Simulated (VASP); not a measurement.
# TiO2 (P4_2/mnm) in VASP: further runs

One crystal, TiO2, is run at these levels: PBEsol, LDA; tasks: relaxation of cell and atoms.

Everything below comes from runs of VASP 6.6.1. Logs are shortened: lines on timing, memory, paths and dates and some standing lists are left out, and cuts for length are marked.

## (1) The crystal as given

It takes space group P4_2/mnm (No. 136, tetragonal). Conventional cell: a = 4.592 Å, b = 4.592 Å, c = 2.957 Å, α = 90.00°, β = 90.00°, γ = 90.00°. Around Ti (site symmetry mmm) lie 6 O at 1.95 to 1.98 Å. O (site symmetry m2m) has 3 Ti at 1.95 to 1.98 Å as nearest neighbours.

## (2) Relaxation of cell and atoms, PBEsol

The input, INCAR:

```
ALGO     = Fast           # electronic algorithm
EDIFF    = 1E-7           # SCF threshold, eV
EDIFFG   = -0.005         # ionic threshold
ENCUT    = 600            # plane-wave cutoff, eV
GGA      = PS             # functional
IBRION   = 2              # ionic algorithm
ISIF     = 3              # what is computed and relaxed
ISMEAR   = 0              # smearing method
LASPH    = True           # aspherical terms in the spheres
LCHARG   = False          # write CHGCAR
LREAL    = False          # projectors in reciprocal space
LWAVE    = False          # write WAVECAR
NELM     = 100            # most SCF steps
NSW      = 90             # ionic steps
PREC     = Accurate       # precision mode
SIGMA    = 0.02           # smearing width, eV
```

The input, KPOINTS:

```
k-points
0
Gamma
  6 6 10
```

The input, POSCAR:

```
TiO2
1.0
    4.5922000000      0.0000000000      0.0000000000
    0.0000000000      4.5922000000      0.0000000000
    0.0000000000      0.0000000000      2.9574000000
Ti O
2 4
Direct
    0.0000000000      0.0000000000      0.0000000000
    0.5000000000      0.5000000000      0.5000000000
    0.3049600000      0.3049600000      0.0000000000
    0.1950400000      0.8049600000      0.5000000000
    0.6950400000      0.6950400000      0.0000000000
    0.8049600000      0.1950400000      0.5000000000
```

Potentials or basis: VASP PAW PBE potentials, release 64 (Ti_sv, O).

Run with:

```sh
cat potpaw_PBE.64/Ti_sv/POTCAR potpaw_PBE.64/O/POTCAR > POTCAR
mpirun -np 1 vasp_std > vasp.out
```

OUTCAR:

```text
EDIFF = 1E-7
   EDIFFG = -0.005
   ENCUT = 600
   GGA = PS
   IBRION = 2
   ISIF = 3
   ISMEAR = 0
   LASPH = True
   LREAL = False
   NELM = 100
   NSW = 90
   PREC = Accurate

 ion  position               nearest neighbor table
   1  0.000  0.000  0.000-   4 1.95   6 1.95   4 1.95   6 1.95   5 1.98   3 1.98
   2  0.500  0.500  0.500-   3 1.95   5 1.95   3 1.95   5 1.95   4 1.98   6 1.98
   3  0.305  0.305  0.000-   2 1.95   2 1.95   1 1.98
   4  0.195  0.805  0.500-   1 1.95   1 1.95   2 1.98
   5  0.695  0.695  0.000-   2 1.95   2 1.95   1 1.98
   6  0.805  0.195  0.500-   1 1.95   1 1.95   2 1.98

  LATTYP: Found a simple tetragonal cell.
 ALAT       =     4.5922000000
 C/A-ratio  =     0.6440050520

  Lattice vectors:

 A1 = (   4.5922000000,   0.0000000000,   0.0000000000)
 A2 = (   0.0000000000,   4.5922000000,   0.0000000000)
 A3 = (   0.0000000000,   0.0000000000,   2.9574000000)

Analysis of symmetry for initial positions (statically):
=====================================================================
 Subroutine PRICEL returns:
 Original cell was already a primitive cell.

 Routine SETGRP: Setting up the symmetry group for a
 simple tetragonal supercell.

 Subroutine GETGRP returns: Found 16 space group operations
 (whereof  8 operations were pure point group operations)
 out of a pool of 16 trial point group operations.

The static configuration has the point symmetry D_2h.
 The point group associated with its full space group is D_4h.

Analysis of symmetry for dynamics (positions and initial velocities):
=====================================================================
 Subroutine PRICEL returns:
 Original cell was already a primitive cell.

 Routine SETGRP: Setting up the symmetry group for a
 simple tetragonal supercell.

 Subroutine GETGRP returns: Found 16 space group operations
 (whereof  8 operations were pure point group operations)
 out of a pool of 16 trial point group operations.

The dynamic configuration has the point symmetry D_2h.
 The point group associated with its full space group is D_4h.

 Subroutine INISYM returns: Found 16 space group operations
 (whereof  8 operations are pure point group operations),
 and found     1 'primitive' translations

----------------------------------------------------------------------------------------

                                     Primitive cell

  volume of cell :      62.3665

  direct lattice vectors                    reciprocal lattice vectors
     4.592200000  0.000000000  0.000000000     0.217760550  0.000000000  0.000000000
     0.000000000  4.592200000  0.000000000     0.000000000  0.217760550  0.000000000
     0.000000000  0.000000000  2.957400000     0.000000000  0.000000000  0.338134848

  length of vectors
     4.592200000  4.592200000  2.957400000     0.217760550  0.217760550  0.338134848

  position of ions in fractional coordinates (direct lattice)
     0.000000000  0.000000000  0.000000000
     0.500000000  0.500000000  0.500000000
     0.304960000  0.304960000  0.000000000
     0.195040000  0.804960000  0.500000000
     0.695040000  0.695040000  0.000000000
     0.804960000  0.195040000  0.500000000

  ion indices of the primitive-cell ions
   primitive index   ion index
                 1           1
                 2           2
                 3           3
                 4           4
                 5           5
                 6           6

----------------------------------------------------------------------------------------

 KPOINTS: k-points

Automatic generation of k-mesh.
 Grid dimensions read from file:
 generate k-points for:    6    6   10

 Generating k-lattice:

  Cartesian coordinates                     Fractional coordinates (reciprocal lattice)
     0.036293425  0.000000000  0.000000000     0.166666667  0.000000000  0.000000000
     0.000000000  0.036293425  0.000000000     0.000000000  0.166666667  0.000000000
     0.000000000  0.000000000  0.033813485     0.000000000  0.000000000  0.100000000

  Length of vectors
     0.036293425  0.036293425  0.033813485

  Shift w.r.t. Gamma in fractional coordinates (k-lattice)
     0.000000000  0.000000000  0.000000000

 Subroutine IBZKPT returns following result:
 ===========================================

 Found     60 irreducible k-points:

 Following reciprocal coordinates:
            Coordinates               Weight
  0.000000  0.000000  0.000000      1.000000
  0.166667  0.000000  0.000000      4.000000
  0.333333  0.000000  0.000000      4.000000
  0.500000  0.000000  0.000000      2.000000
  0.166667  0.166667  0.000000      4.000000
  0.333333  0.166667  0.000000      8.000000
[... 16 lines left out ...]
  0.333333  0.000000  0.200000      8.000000
  0.500000  0.000000  0.200000      4.000000
 [... further k-points ...]
   k-points           NKPTS =     60   k-points in BZ     NKDIM =     60   number of bands    NBANDS=     28
   number of dos      NEDOS =    301   number of ions     NIONS =      6
   total plane-waves  NPLWV =  38400
   dimension x,y,z NGX =    40 NGY =   40 NGZ =   24
   dimension x,y,z NGXF=    80 NGYF=   80 NGZF=   48
   ions per type =               2   4
   NGX,Y,Z   is equivalent  to a cutoff of  14.48, 14.48, 13.49 a.u.
   NGXF,Y,Z  is equivalent  to a cutoff of  28.96, 28.96, 26.98 a.u.
 SYSTEM =  unknown system
   PREC   = accura    normal or accurate (medium, high low for compatibility)
   ISTART =      0    job   : 0-new  1-cont  2-samecut
   ICHARG =      2    charge: 1-file 2-atom 10-const
   ISPIN  =      1    spin polarized calculation?
   LNONCOLLINEAR =      F non collinear calculations
   LSORBIT =      F    spin-orbit coupling
   LASPH  =      T    aspherical Exc in radial PAW
   ENCUT  =  600.0 eV  44.10 Ry    6.64 a.u.   9.17  9.17  5.91*2*pi/ulx,y,z
   NELM   =    100;   NELMIN=  2; NELMDL= -5     # of ELM steps
   EDIFF  = 0.1E-06   stopping-criterion for ELM
   LREAL  =      F    real-space projection
   EDIFFG = -.5E-02   stopping-criterion for IOM
   NSW    =     90    number of steps for IOM
   IBRION =      2    ionic relax: 0-MD 1-quasi-New 2-CG
   NFREE  =      1    steps in history (QN), initial steepest desc. (CG)
   ISIF   =      3    stress and relaxation
   ISYM   =      2    0-nonsym 1-usesym 2-fastsym
   POTIM  = 0.5000    time-step for ionic-motion
   TEBEG  =    0.0;   TEEND  =   0.0 temperature during run
   PSTRESS=    0.0 pullay stress
   NELECT =      48.0000    total number of electrons
   NUPDOWN=      -1.0000    fix difference up-down
   EMIN   =  10.00;   EMAX   =-10.00  energy-range for DOS
   EFERMI =   0.00;   METHOD = LEGACY
   ISMEAR =     0;   SIGMA  =   0.02  broadening in eV -4-tet -1-fermi 0-gaus
   EFERMI_NEDOS =   21; number of points for ismear=-14 and -15
   IALGO  =     68    algorithm
   IMIX   =      4    mixing-type and parameters
     AMIX     =   0.40;   BMIX     =  1.00
     AMIX_MAG =   1.60;   BMIX_MAG =  1.00
  volume/ion in A,a.u.               =      10.39        70.15
  Fermi-wavevector in a.u.,A,eV,Ry     =   1.500277  2.835112 30.624403  2.250830
  Thomas-Fermi vector in A             =   2.611798
   LORBIT       =      0    0 simple, 1 ext, 2 COOP (PROOUT), +10 PAW based schemes
   GGA     = PS    functional components
   LHFCALC =     F    Hartree Fock is set to
   AEXX    =    0.0000 exact exchange contribution
   IVDW    =     0    specifies the selected vdW correction
   LEPSILON=     F    determine dielectric tensor
   LRPA    =     F    only Hartree local field effects (RPA)
 conjugate gradient relaxation of ions
 non-spin polarized calculation
 RMM-DIIS sequential band-by-band and
 Gauss-broadening in eV      SIGMA  =   0.02
  energy-cutoff  :      600.00
  volume of cell :       62.37
 maximum number of plane-waves:      2102
 NGX is ok and might be reduce to    40
   NGX = 19   NGY = 19   NGZ = 11

--------------------------------------- Ionic step        1  -------------------------------------------

 number of electron      47.9999989 magnetization

 Free energy of the ion-electron system (eV)
  ---------------------------------------------------
  ext. energy  EPLUGINS =         0.00000000
  ---------------------------------------------------
  free energy    TOTEN  =       -56.10482136 eV

  energy without entropy =      -56.10482136  energy(sigma->0) =      -56.10482136

------------------------ aborting loop because EDIFF is reached ----------------------------------------

  FORCE on cell =-STRESS in cart. coord.  units (eV):
  Direction    XX          YY          ZZ          XY          YZ          ZX
  --------------------------------------------------------------------------------------
  -------------------------------------------------------------------------------------
  Total       -0.2668359     -0.2668359     -0.9458664      0.0000000      0.0000000      0.0000000
  in kB       -6.8549330     -6.8549330    -24.2990177      0.0000000      0.0000000      0.0000000
  external PRESSURE =     -12.6696279 kB  Pullay stress =       0.0000000 kB
[... 105 lines left out ...]
  energy  without entropy=      -56.1071632611  energy(sigma->0) =      -56.10716326

--------------------------------------- Ionic step        4  -------------------------------------------

 number of electron      47.9999990 magnetization

 Free energy of the ion-electron system (eV)
  ---------------------------------------------------
  ext. energy  EPLUGINS =         0.00000000
  ---------------------------------------------------
  free energy    TOTEN  =       -56.10775010 eV

  energy without entropy =      -56.10775010  energy(sigma->0) =      -56.10775010

 E-fermi :   5.0136     XC(G=0): -11.7352

 val. band max:        4.7901619021   @ k =   0.0000   0.0000   0.0000
 cond. band min:       6.6214593497   @ k =   0.0000   0.0000   0.0000
 fundamental gap:      1.8312974476
 Fermi energy:         5.0135568691

 k-point     1 :       0.0000    0.0000    0.0000
  band No.  band energies     occupation
      1     -51.8443      2.00000
      2     -51.8261      2.00000
      3     -28.2736      2.00000
      4     -28.2736      2.00000
      5     -28.1003      2.00000
      6     -28.1003      2.00000
[... 733 lines left out ...]
     27       7.9315      0.00000
     28       7.9386      0.00000

 [... further k-points ...]

------------------------ aborting loop because EDIFF is reached ----------------------------------------

  FORCE on cell =-STRESS in cart. coord.  units (eV):
  Direction    XX          YY          ZZ          XY          YZ          ZX
  --------------------------------------------------------------------------------------
  -------------------------------------------------------------------------------------
  Total        0.0084412      0.0084412     -0.0165618      0.0000000      0.0000000      0.0000000
  in kB        0.2179817      0.2179817     -0.4276855      0.0000000      0.0000000      0.0000000
  external PRESSURE =       0.0027593 kB  Pullay stress =       0.0000000 kB
[... 21 lines left out ...]
  FREE ENERGIE OF THE ION-ELECTRON SYSTEM (eV)
  ---------------------------------------------------
  free  energy   TOTEN  =       -56.1077500953 eV

  energy  without entropy=      -56.1077500953  energy(sigma->0) =      -56.10775010

 reached required accuracy - stopping structural energy minimisation
```

Wall time 3.9 min (1 thread of Intel Xeon 6975P-C (Granite Rapids), shared host); peak memory 0.26 GiB.

Results:

```
Free energy                            : -56.1078 eV
Relaxed volume                         : 10.34 Å³/atom
Relaxed cell                           : a = 4.592 Å, b = 4.592 Å, c = 2.942 Å, α = 90.00°, β = 90.00°, γ = 90.00°
Space group after relaxing (to 0.05 Å) : P4_2/mnm (No. 136)
Energy gained by relaxing              : 0.5 meV/atom
Ionic steps                            : 4
Pressure after relaxing                : 0.0 GPa
Largest force after relaxing           : 0.004 eV/Å
Band gap on the k mesh                 : 1.83 eV, direct
```

Forces on the atoms (eV/Å):
```
Ti   0.000  0.000  0.000
Ti   0.000  0.000  0.000
O    0.003  0.003  0.000
O   -0.003  0.003  0.000
O   -0.003 -0.003  0.000
O    0.003 -0.003  0.000
```

The path:
| step | energy change (eV) | largest force (eV/Å) | pressure (GPa) | volume (Å³) |
| --- | --- | --- | --- | --- |
| 1 | 0.0000 | 0.0538 | -1.27 | 62.37 |
| 2 | -0.0004 | 0.0661 | 1.76 | 61.63 |
| 3 | -0.0023 | 0.0599 | 0.30 | 61.98 |
| 4 | -0.0029 | 0.0044 | 0.00 | 62.04 |

Final structure:
```
Ti O
1.0
     4.59222    0.00000    0.00000
     0.00000    4.59222    0.00000
     0.00000    0.00000    2.94203
Ti O
2 4
Direct
  0.00000 0.00000 0.00000
  0.50000 0.50000 0.50000
  0.30430 0.30430 0.00000
  0.19570 0.80430 0.50000
  0.69570 0.69570 0.00000
  0.80430 0.19570 0.50000
```

Caveat: the PAW data sets were made with another functional, which shifts forces and pressure a little. A k mesh can miss the band edges.

## (3) Relaxation of cell and atoms, LDA

Changes to INCAR since step 2:

```diff
@@ -4,3 +4,3 @@
 ENCUT    = 600            # plane-wave cutoff, eV
-GGA      = PS             # functional
+GGA      = CA             # functional
 IBRION   = 2              # ionic algorithm
```

KPOINTS is that of step 2.

POSCAR is that of step 2.

Potentials or basis: VASP PAW LDA potentials, release 64 (Ti_sv, O).

Run with:

```sh
cat potpaw_LDA.64/Ti_sv/POTCAR potpaw_LDA.64/O/POTCAR > POTCAR
mpirun -np 1 vasp_std > vasp.out
```

It took 5.5 min on 1 thread of Intel Xeon 6975P-C (Granite Rapids), shared host; peak memory 0.24 GiB.

The run converged. Its results:

```yaml
Free_energy: -58.7940 eV
Relaxed_volume: 10.09 Å³/atom
Relaxed_cell: a = 4.552 Å, b = 4.552 Å, c = 2.922 Å, α = 90.00°, β = 90.00°, γ = 90.00°
Space_group_after_relaxing_to_0.05_Å: P4_2/mnm (No. 136)
Energy_gained_by_relaxing: 7.1 meV/atom
Ionic_steps: 5
Pressure_after_relaxing: 0.0 GPa
Band_gap_on_the_k_mesh: 1.82 eV, direct
```

Step by step:
```
step  energy change (eV)  largest force (eV/Å)  pressure (GPa)  volume (Å³)
   1              0.0000                0.0013           -7.05        62.37
   2              0.0414                0.3943           11.49        58.33
   3             -0.0402                0.1510           -0.02        60.65
   4             -0.0424                0.0143           -0.02        60.56
   5             -0.0424                0.0001           -0.01        60.55
```

Final structure:
```xyz
6
Lattice="4.5521 0.0000 0.0000 0.0000 4.5521 0.0000 0.0000 0.0000 2.9219" Properties=species:S:1:pos:R:3 pbc="T T T"
Ti    0.0000    0.0000    0.0000
Ti    2.2761    2.2761    1.4609
O     1.3832    1.3832    0.0000
O     0.8929    3.6592    1.4609
O     3.1690    3.1690    0.0000
O     3.6592    0.8929    1.4609
```

Levels at points of the mesh, in eV from the valence-band top:
| k point | band 22 | band 23 | band 24 | band 25 | band 26 | band 27 |
| --- | --- | --- | --- | --- | --- | --- |
| (0.00, 0.00, 0.00) | -0.48 | -0.48 | 0.00 | 1.82 | 2.10 | 2.40 |
| (0.50, 0.00, 0.00) | -1.70 | -0.78 | -0.78 | 2.53 | 2.53 | 3.09 |
| (0.50, 0.50, 0.00) | -1.32 | -1.11 | -1.11 | 1.86 | 1.86 | 2.54 |
| (0.00, 0.00, 0.50) | -2.57 | -1.47 | -1.47 | 3.04 | 3.04 | 3.26 |
| (0.50, 0.00, 0.50) | -2.15 | -1.10 | -1.10 | 1.86 | 1.86 | 3.29 |
| (0.50, 0.50, 0.50) | -1.38 | -0.68 | -0.68 | 2.61 | 2.61 | 3.23 |

A k mesh can miss the band edges. Expect the measured gap to be larger: semilocal functionals such as LDA lack the derivative discontinuity.
